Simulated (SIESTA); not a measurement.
Sn, 1 atom in the cell. The structure is cubic, space group Im-3m (No. 229). The conventional cell has a = 3.789 Å, b = 3.789 Å, c = 3.789 Å, α = 90.00°, β = 90.00°, γ = 90.00°. Around Sn (site symmetry m-3m) lie 8 Sn at 3.28 Å. This isn't the form of Sn at room conditions, which is tetragonal (white tin).

* Program: SIESTA 5.4.2
* Task: single point
* Functional: PBE
* Potentials or basis: PseudoDojo 0.4 standard (PBE files)
* Basis: DZP (energy shift 0.003 Ry; two zetas on semicore shells)
* Grid cutoff: 500 Ry
* Energy shift: 0.003 Ry
* k mesh: 10 × 10 × 10
* Occupations: fermi-dirac, width 0.05 eV
* Spin: no spin polarisation

Potentials or basis: PseudoDojo 0.4 standard (PBE files), DZP (energy shift 0.003 Ry; two zetas on semicore shells).

The run is started by

```console
$ siesta < Sn.fdf > Sn.out 2>&1
```

Hardware: 1 thread of Arm Neoverse V2, with other jobs on the host.

Problem. How long does it take, and how much memory?

Solution. Run time: 22 s on 1 thread of Arm Neoverse V2, on a shared host, peak memory 0.2 GiB. Counts: scf iterations 7, k points 560, bands 23.
